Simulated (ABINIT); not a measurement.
# BP (F-43m): G0W0 with ABINIT, start to end, part 2 of 3

How does a plane-wave GW calculation on BP (F-43m) run from the first input to the gap?

ABINIT 10.8.3; PBE and many-body steps on it, plane waves. Known limits of the many-body steps: not at the basis limit.

So far. Step 2 (Ground state): The gap is indirect, with the least direct gap 2.13 eV higher.

## (3) Bands along the symmetry lines

Level of this step: DFT, PBE, plane waves, norm-conserving pseudopotentials (ABINIT).

The cheap functional maps the bands first; the places of the edges decide which points the dearer methods must see.

Input file run.abi:

```
acell 3*1.0 Angstrom
rprim 
  0.000000000000 2.269000000000 2.269000000000
  2.269000000000 0.000000000000 2.269000000000
  2.269000000000 2.269000000000 0.000000000000
ntypat 2
znucl 5 15
natom 2
typat 1 2
xred 
  0.000000000000 0.000000000000 0.000000000000
  0.250000000000 0.250000000000 0.250000000000
pp_dirpath "pseudos"
pseudos "B.upf, P.upf"
ecut 34
iscf -2
irdden 1
kptopt 0
nkpt 50
kpt 
  0.00000000 0.00000000 0.00000000
  -0.06250000 -0.06250000 0.00000000
  -0.12500000 -0.12500000 0.00000000
  -0.18750000 -0.18750000 0.00000000
  -0.25000000 -0.25000000 0.00000000
  -0.31250000 -0.31250000 0.00000000
  -0.37500000 -0.37500000 0.00000000
  -0.43750000 -0.43750000 0.00000000
  -0.50000000 -0.50000000 0.00000000
  -0.48437500 -0.48437500 0.03125000
  -0.46875000 -0.46875000 0.06250000
  -0.45312500 -0.45312500 0.09375000
  -0.43750000 -0.43750000 0.12500000
  -0.42187500 -0.42187500 0.15625000
  -0.40625000 -0.40625000 0.18750000
  -0.39062500 -0.39062500 0.21875000
  -0.37500000 -0.37500000 0.25000000
  -0.37500000 0.00000000 0.37500000
  -0.32812500 0.00000000 0.32812500
  -0.28125000 0.00000000 0.28125000
  -0.23437500 0.00000000 0.23437500
  -0.18750000 0.00000000 0.18750000
  -0.14062500 0.00000000 0.14062500
  -0.09375000 0.00000000 0.09375000
  -0.04687500 0.00000000 0.04687500
  0.00000000 0.00000000 0.00000000
  0.00000000 0.00000000 0.06250000
  0.00000000 0.00000000 0.12500000
  0.00000000 0.00000000 0.18750000
  0.00000000 0.00000000 0.25000000
  0.00000000 0.00000000 0.31250000
  0.00000000 0.00000000 0.37500000
  0.00000000 0.00000000 0.43750000
  0.00000000 0.00000000 0.50000000
  -0.06250000 -0.03125000 0.46875000
  -0.12500000 -0.06250000 0.43750000
  -0.18750000 -0.09375000 0.40625000
  -0.25000000 -0.12500000 0.37500000
  -0.31250000 -0.15625000 0.34375000
  -0.37500000 -0.18750000 0.31250000
  -0.43750000 -0.21875000 0.28125000
  -0.50000000 -0.25000000 0.25000000
  -0.50000000 -0.28125000 0.21875000
  -0.50000000 -0.31250000 0.18750000
  -0.50000000 -0.34375000 0.15625000
  -0.50000000 -0.37500000 0.12500000
  -0.50000000 -0.40625000 0.09375000
  -0.50000000 -0.43750000 0.06250000
  -0.50000000 -0.46875000 0.03125000
  -0.50000000 -0.50000000 0.00000000
istwfk *1
nband 14
nbdbuf 5
tolwfr 1e-07
nstep 50
prtwf 0
prtvol 0
indata_prefix "in"
outdata_prefix "out"
tmpdata_prefix "tmp"
```

Launch:

```
$ OMP_NUM_THREADS=1 mpirun -n 4 abinit run.abi > log
```

Numbers of over 12 decimals in the logs are rounded to 6 here.

The log of the run:

```text
.Version 10.8.3 of ABINIT. v10.8.2 released Aug 2026.

 Symmetries : space group F-4 3 m (#216); Bravais cF (face-center cubic)
[... echo of the input left out ...]
== DATASET  1 ==================================================================
-   mpi_nproc: 4, omp_nthreads: 1 (-1 if OMP is not activated)

--- !DatasetInfo
iteration_state: {dtset: 1, }
dimensions: {natom: 2, nkpt: 50, mband: 14, nsppol: 1, nspinor: 1, nspden: 1, mpw: 1524, }
cutoff_energies: {ecut:  34.0, pawecutdg:  -1.0, }
electrons: {nelect:   8.00000000E+00, charge:   0.00000000E+00, occopt:   1.00000000E+00, tsmear:   1.00000000E-02, }

 Real(R)+Recip(G) space primitive vectors, cartesian coordinates (Bohr,Bohr^-1):
 R(1)=  0.0000000  4.2877886  4.2877886  G(1)= -0.1166102  0.1166102  0.1166102
 R(2)=  4.2877886  0.0000000  4.2877886  G(2)=  0.1166102 -0.1166102  0.1166102
 R(3)=  4.2877886  4.2877886  0.0000000  G(3)=  0.1166102  0.1166102 -0.1166102
 Unit cell volume ucvol=  1.5766311E+02 bohr^3
 Angles (23,13,12)=  6.00000000E+01  6.00000000E+01  6.00000000E+01 degrees

 getcut: wavevector=  0.0000  0.0000  0.0000  ngfft=  32  32  32
         ecut(hartree)=     34.000   => boxcut(ratio)=   2.01047

--- Pseudopotential description ------------------------------------------------
- B Generated using ONCVPSP code by D. R. Hamann
-  5.00000   3.00000  171031                  znucl, zion, pspdat
12 -101130 1 -1 1534                          pspcod,pspxc,lmax,lloc,mmax
     nproj     2     2     0
  pspatm : epsatm=    3.38844616
         --- l  ekb(1:nproj) -->
             0    8.382104    1.234201
             1   -3.719492   -0.867526
 pspatm: atomic psp has been read  and splines computed

- P Generated using ONCVPSP code by D. R. Hamann
- 15.00000   5.00000  171031                  znucl, zion, pspdat
12 -101130 2 -1 1298                          pspcod,pspxc,lmax,lloc,mmax
     nproj     2     2     2
  pspatm : epsatm=    8.05910421
         --- l  ekb(1:nproj) -->
             0    6.598722    1.052341
[...]
pspatm: atomic psp has been read  and splines computed

--------------------------------------------------------------------------------

================================================================================
 prteigrs : about to open file out_EIG
 Non-SCF case, kpt    1 (  0.00000  0.00000  0.00000), residuals and eigenvalues=
  2.37E-08  3.81E-08  7.78E-08  3.02E-08  3.53E-08  3.77E-08  3.14E-08  7.10E-09
  5.52E-08  2.44E-08  2.57E-08  3.51E-08  3.30E-08  5.45E-08
 -3.0111E-01  2.6701E-01  2.6701E-01  2.6701E-01  3.9220E-01  3.9220E-01
  3.9220E-01  5.3740E-01  6.9047E-01  7.0970E-01  7.0970E-01  8.4388E-01
  8.4388E-01  8.4388E-01
 Non-SCF case, kpt    2 ( -0.06250 -0.06250  0.00000), residuals and eigenvalues=
  3.92E-08  2.39E-08  1.48E-08  3.94E-08  3.79E-08  3.76E-08  5.61E-08  3.31E-08
[...]
8.5060E-01  8.6992E-01
 Non-SCF case, kpt    3 ( -0.12500 -0.12500  0.00000), residuals and eigenvalues=
  3.40E-08  1.58E-08  7.96E-08  4.33E-08  2.38E-08  2.62E-08  2.78E-08  1.87E-08
[...]
8.7066E-01  9.0994E-01
[...]
Non-SCF case, kpt   49 ( -0.50000 -0.46875  0.03125), residuals and eigenvalues=
[...]
9.6057E-01  1.1005E+00
 Non-SCF case, kpt   50 ( -0.50000 -0.50000  0.00000), residuals and eigenvalues=
[...]
9.4719E-01  1.0966E+00

--- !ResultsGS
iteration_state: {dtset: 1, }
comment   : Summary of ground state results
lattice_vectors:
- [  0.0000000,   4.2877886,   4.2877886, ]
- [  4.2877886,   0.0000000,   4.2877886, ]
- [  4.2877886,   4.2877886,   0.0000000, ]
lattice_lengths: [   6.06385,    6.06385,    6.06385, ]
lattice_angles: [ 60.000,  60.000,  60.000, ] # degrees, (23, 13, 12)
lattice_volume:   1.5766311E+02
convergence: {deltae:  0.000E+00, res2:  0.000E+00, residm:  9.916E-08, diffor:  0.000E+00, }
etotal    :  -9.89670974E+00
entropy   :   0.00000000E+00
fermie    :   2.67006735E-01
cartesian_stress_tensor: null
pressure_GPa: null
xred      :
- [  0.0000E+00,   0.0000E+00,   0.0000E+00,  B]
- [  2.5000E-01,   2.5000E-01,   2.5000E-01,  P]
cartesian_forces: null
force_length_stats: {min: null, max: null, mean: null, }

 Integrated electronic density in atomic spheres:
 ------------------------------------------------
 Atom  Sphere_radius  Integrated_density
[...]
================================================================================

 ----iterations are completed or convergence reached----

 Mean square residual over all n,k,spin=   46.106E-09; max=  99.163E-09
 reduced coordinates (array xred) for    2 atoms
       0.000000000000      0.000000000000      0.000000000000
       0.250000000000      0.250000000000      0.250000000000

 cartesian coordinates (angstrom) at end:
    1      0.000000     0.000000     0.000000
    2      1.134500     1.134500     1.134500
 length scales=  1.889726125908  1.889726125908  1.889726125908 bohr
              =  1.000000000000  1.000000000000  1.000000000000 angstroms
 prteigrs : about to open file out_EIG
 Eigenvalues (hartree) for nkpt=  50  k points:
 kpt#   1, nband= 14, wtk=  1.00000, kpt=  0.0000  0.0000  0.0000 (reduced coord)
[...]
kpt#   2, nband= 14, wtk=  1.00000, kpt= -0.0625 -0.0625  0.0000 (reduced coord)
[...]
kpt#   3, nband= 14, wtk=  1.00000, kpt= -0.1250 -0.1250  0.0000 (reduced coord)
[...]
kpt#  49, nband= 14, wtk=  1.00000, kpt= -0.5000 -0.4687  0.0313 (reduced coord)
  -0.12244   -0.04767    0.11332    0.11345    0.32073    0.33283    0.70552    0.70931
   0.81682    0.86372    0.91200    0.94221    0.96057    1.10045
 kpt#  50, nband= 14, wtk=  1.00000, kpt= -0.5000 -0.5000  0.0000 (reduced coord)
  -0.12278   -0.04823    0.11583    0.11583    0.31652    0.32827    0.71044    0.71044
   0.82597    0.87270    0.92367    0.92367    0.94719    1.09656

== END DATASET(S) ==============================================================
================================================================================

 -outvars: echo values of variables after computation  --------
            nband          14
             nkpt          50
          spgroup         216
 [... the other variables as echoed above ...]

 Calculation completed.
```

Elapsed: 4.1 s, on 4 MPI ranks of Arm Neoverse V1, shared host; peak memory 0.24 GiB; 16 s of CPU time.

Numbers from this step:

- gap: 1.260 eV
- k of the valence top: 0, 0, 0
- k of the conduction bottom: -0.4375, -0.4375, 0
- least direct gap: 3.407 eV

The gap is 1.260 eV, −0.020 eV from the run before at this level.

Electronic bands along the path, in eV, zero at the top of the highest filled band; v1 is the highest filled band, c1 the lowest empty one:

```tsv
point	v4	v3	v2	v1	c1	c2	c3	c4
Γ	-15.46	0.00	0.00	0.00	3.41	3.41	3.41	7.36
halfway	-13.98	-3.69	-2.73	-2.73	1.82	4.96	7.71	7.71
X	-10.61	-8.58	-4.11	-4.11	1.35	1.67	12.07	12.07
halfway	-10.55	-8.46	-5.05	-3.96	1.65	3.01	11.32	11.62
U	-10.61	-8.16	-6.22	-3.50	2.16	6.00	9.71	10.59
jump to K	-10.61	-8.16	-6.22	-3.50	2.16	6.00	9.71	10.59
halfway	-13.81	-4.91	-3.87	-1.08	4.56	5.09	6.13	8.30
Γ	-15.46	0.00	0.00	0.00	3.41	3.41	3.41	7.36
halfway	-14.35	-4.84	-1.12	-1.12	4.00	4.76	4.76	9.60
L	-12.14	-9.03	-1.76	-1.76	3.78	4.72	4.72	10.13
halfway	-11.48	-8.44	-4.52	-3.11	4.19	5.20	8.29	9.77
W	-10.33	-8.05	-5.67	-5.47	5.33	6.77	7.23	7.45
halfway	-10.48	-8.36	-4.93	-4.86	2.90	3.37	10.21	10.99
X	-10.61	-8.58	-4.11	-4.11	1.35	1.67	12.07	12.07
```

The electronic bands as a text plot (rows in eV, shown from -8.0 to 7.3 only):

```
    6.9 |                   ++++                     +    +
    6.3 |    +            +   +++                       ++
    5.7 |                                           +  +   +
    5.0 |  ++ ++         +      +++         +++++ +++++ +++++
    4.4 |                       +++++      +     +++ +++    +
    3.8 | +     ++      +     ++   +++  +++++++++++++
    3.1 |++            +    ++        ++                     +
    2.5 |  +++    +        +                                  +
    1.9 |     ++   ++++++++                                    ++
    1.2 |       +++++++                                         +
    0.6 |
   -0.1 |**                        ******
   -0.7 | *                      **  *  ****
   -1.3 |  **                   *  **       ****
   -2.0 |    *                **   **    **     *****
   -2.6 |    ***            **   **                 **
   -3.2 |       **        **     **        *          *
   -3.9 |     **  ********      *                    * *        *
   -4.5 |             *                               * *     **
   -5.1 |       **     **     ***           *          * * ***
   -5.8 |                *  **                          ****
   -6.4 |         *       **  **             **
   -7.0 |                   **
   -7.7 |          **      *                   *
         Γ           X  U|K            Γ         L        W     X
```

## (4) Empty states on the mesh, 6×6×6 mesh, 605 bands

The sums over transitions need many empty states on a uniform mesh; this step solves for them.

Input file run.abi:

```
acell 3*1.0 Angstrom
rprim 
  0.000000000000 2.269000000000 2.269000000000
  2.269000000000 0.000000000000 2.269000000000
  2.269000000000 2.269000000000 0.000000000000
ntypat 2
znucl 5 15
natom 2
typat 1 2
xred 
  0.000000000000 0.000000000000 0.000000000000
  0.250000000000 0.250000000000 0.250000000000
pp_dirpath "pseudos"
pseudos "B.upf, P.upf"
ecut 34
ngkpt 6 6 6
nshiftk 1
shiftk 0 0 0
kptopt 1
chksymbreak 0
irdden 1
istwfk *1
nband 605
prtvol 0
optdriver 6
gwr_task "HDIAGO"
paral_kgb 0
occopt 1
indata_prefix "in"
outdata_prefix "out"
tmpdata_prefix "tmp"
```

The log of the run:

```text
[banner, memory and clock lines left out]
.Version 10.8.3 of ABINIT. v10.8.2 released Aug 2026.

 Symmetries : space group F-4 3 m (#216); Bravais cF (face-center cubic)
[... echo of the input left out ...]
== DATASET  1 ==================================================================
-   mpi_nproc: 4, omp_nthreads: 1 (-1 if OMP is not activated)

--- !DatasetInfo
iteration_state: {dtset: 1, }
dimensions: {natom: 2, nkpt: 16, mband: 605, nsppol: 1, nspinor: 1, nspden: 1, mpw: 1524, }
cutoff_energies: {ecut:  34.0, pawecutdg:  -1.0, }
electrons: {nelect:   8.00000000E+00, charge:   0.00000000E+00, occopt:   1.00000000E+00, tsmear:   1.00000000E-02, }

.Using double precision arithmetic; gwpc =  8

- Reading GS density from: in_DEN

--- Pseudopotential description ------------------------------------------------
- B Generated using ONCVPSP code by D. R. Hamann
-  5.00000   3.00000  171031                  znucl, zion, pspdat
12 -101130 1 -1 1534                          pspcod,pspxc,lmax,lloc,mmax
     nproj     2     2     0
  pspatm : epsatm=    3.38844616
         --- l  ekb(1:nproj) -->
             0    8.382104    1.234201
             1   -3.719492   -0.867526
 pspatm: atomic psp has been read  and splines computed

- P Generated using ONCVPSP code by D. R. Hamann
- 15.00000   5.00000  171031                  znucl, zion, pspdat
12 -101130 2 -1 1298                          pspcod,pspxc,lmax,lloc,mmax
     nproj     2     2     2
  pspatm : epsatm=    8.05910421
         --- l  ekb(1:nproj) -->
             0    6.598722    1.052341
             1    3.369366    0.884600
             2   -3.154982   -0.827415
 pspatm: atomic psp has been read  and splines computed

   9.15804030E+01                                ecore*ucvol(ha*bohr**3)

 Total charge density [el/Bohr^3]
)     Maximum=    1.4295E-01  at reduced coord.    0.1563    0.1563    0.5313
)     Minimum=    1.0033E-03  at reduced coord.    0.2500    0.2500    0.2500
   Integrated=    8.0000E+00

 === KS gaps after direct diagonalization ===
 Indirect band gap semiconductor
 Fundamental gap:     1.347 (eV)
   VBM:     7.266 (eV) at k: [ 0.0000E+00,  0.0000E+00,  0.0000E+00]
   CBM:     8.613 (eV) at k: [ 5.0000E-01,  5.0000E-01,  0.0000E+00]
 Direct gap:         3.407 (eV) at k: [ 0.0000E+00,  0.0000E+00,  0.0000E+00]

== END DATASET(S) ==============================================================

 -outvars: echo values of variables after computation  --------
           etotal      0.0000000000E+00
            nband         605
             nkpt          16
          spgroup         216
 [... the other variables as echoed above ...]

 Calculation completed.
```

It took 19 s on 4 MPI ranks; peak memory 0.77 GiB; 75 s of CPU time.

Numbers from this step:

```
gap                                                           : 1.347 eV
k of the valence top                                          : 0, 0, 0
k of the conduction bottom                                    : 0.5, 0.5, 0
least direct gap                                              : 3.407 eV
k points computed                                             : 16
lowest point of the top converged band, above the valence top : 478.5018 eV
```

On this mesh the gap is 1.347 eV. The earlier step found 1.280 eV, so this mesh misses an edge.

## (5) Screening, 6×6×6 mesh, 597 bands, screening to 598.7 eV

The RPA dielectric matrix is built and inverted for each q.

This step: RPA screening on PBE, plane waves, norm-conserving pseudopotentials.

run.abi, as its differences from that of step 4:

```diff
@@ -20,10 +20,11 @@
 chksymbreak 0
-irdden 1
 istwfk *1
-nband 605
-prtvol 0
-optdriver 6
-gwr_task "HDIAGO"
-paral_kgb 0
 occopt 1
+irdwfk 1
+optdriver 3
+nband 597
+ecuteps 22
+inclvkb 2
+awtr 1
+symchi 1
 indata_prefix "in"
```

The log of the run:

```text
.Version 10.8.3 of ABINIT. v10.8.2 released Aug 2026.

 Symmetries : space group F-4 3 m (#216); Bravais cF (face-center cubic)
[... echo of the input left out ...]
== DATASET  1 ==================================================================
-   mpi_nproc: 4, omp_nthreads: 1 (-1 if OMP is not activated)

--- !DatasetInfo
iteration_state: {dtset: 1, }
dimensions: {natom: 2, nkpt: 16, mband: 597, nsppol: 1, nspinor: 1, nspden: 1, mpw: 1524, }
cutoff_energies: {ecut:  34.0, pawecutdg:  -1.0, }
electrons: {nelect:   8.00000000E+00, charge:   0.00000000E+00, occopt:   1.00000000E+00, tsmear:   1.00000000E-02, }

 SCREENING: Calculation of the susceptibility and dielectric matrices

 Based on a program developped by R.W. Godby, V. Olevano, G. Onida, and L. Reining.
 Incorporated in ABINIT by V. Olevano, G.-M. Rignanese, and M. Torrent.
.Using double precision arithmetic ; gwpc =  8

[... cell and pseudopotentials left out ...]
--------------------------------------------------------------------------------

 ==== K-mesh for the wavefunctions ====
 Number of points in the irreducible wedge :    16
[... list of points left out ...]
 Together with 24 symmetry operations and time-reversal symmetry
 yields   216 points in the full Brillouin Zone.

 ==== Q-mesh for the screening function ====
 Number of points in the irreducible wedge :    16
[... list of points left out ...]
 Together with 24 symmetry operations and time-reversal symmetry
 yields   216 points in the full Brillouin Zone.

 setmesh: FFT mesh size selected  =    30x   30x   30
          total number of points  =        27000

 vcoul_init : cutoff-mode = AUXILIARY_FUNCTION
 q-points for optical limit:   1
     1)      0.000010    0.000020    0.000030

- screening: taking advantage of time-reversal symmetry
- Maximum band index for partially occupied states nbvw = 4
- Remaining bands to be divided among processors   nbcw = 593
- Number of bands treated by each node ~148

 Number of electrons calculated from density =    8.0000; Expected =    8.0000
 average of density, n =  0.050741
 r_s =    1.6757
 omega_plasma =   21.7288 [eV]

 calculating chi0 at frequencies [eV] :
  1    0.000000E+00    0.000000E+00
  2    0.000000E+00    2.172879E+01

--------------------------------------------------------------------------------
  q-point number  1        q = ( 0.000000, 0.000000, 0.000000) [r.l.u.]
--------------------------------------------------------------------------------
[... chi0 elements left out ...]
 For q-point:  0.000010 0.000020 0.000030
  dielectric constant =   9.7349
  dielectric constant without local fields =  10.6503

  Average fulfillment of the sum rule on Im[epsilon] for q-point    1 :     96.91  [%]
[... wings left out ...]
  q-point number  2        q = ( 0.166667, 0.000000, 0.000000) [r.l.u.]
--------------------------------------------------------------------------------
[... chi0 elements left out ...]
  Average fulfillment of the sum rule on Im[epsilon] for q-point    2 :     96.54  [%]

 [... 14 further q-points ...]
```

Elapsed: 27 min, on 4 MPI ranks; peak memory 5.7 GiB.

This step gave:

```
ε∞ with local fields, on this mesh, along the program's q direction : 9.735
the same without local fields                                       : 10.65
plasma frequency                                                    : 21.73 eV
plane waves in the screening matrix                                 : 749
```

Local fields lower ε∞ by 9 %.

(Part 2 of 3 ends here.)

[Paths, hosts, dates, memory and timing lines, banners, echoed tables and standing remarks are left out of the program output.]

[Logs are printed without paths, hosts, clocks, repeated set-up lines and the standing remarks that a program may print on its own settings, such as how far it seeks lower states.]

[Runs of the session that timed out or met a known fault of the program may be left out.]

[Hosts, paths, dates, database ids (printed as entryN), source tags and the programs' standing remarks are cut or masked in the printed files.]

[G0W0 gaps are taken among the corrected bands and points alone; a level outside them can change the order at an edge.]

[Where Ansatz stands beside ABINIT at settings called matched, ABINIT's density can come from a denser mesh and the files from another edition; pairs whose starting gaps differed by over 0.03 eV were left out, so agreement reads better than it is.]
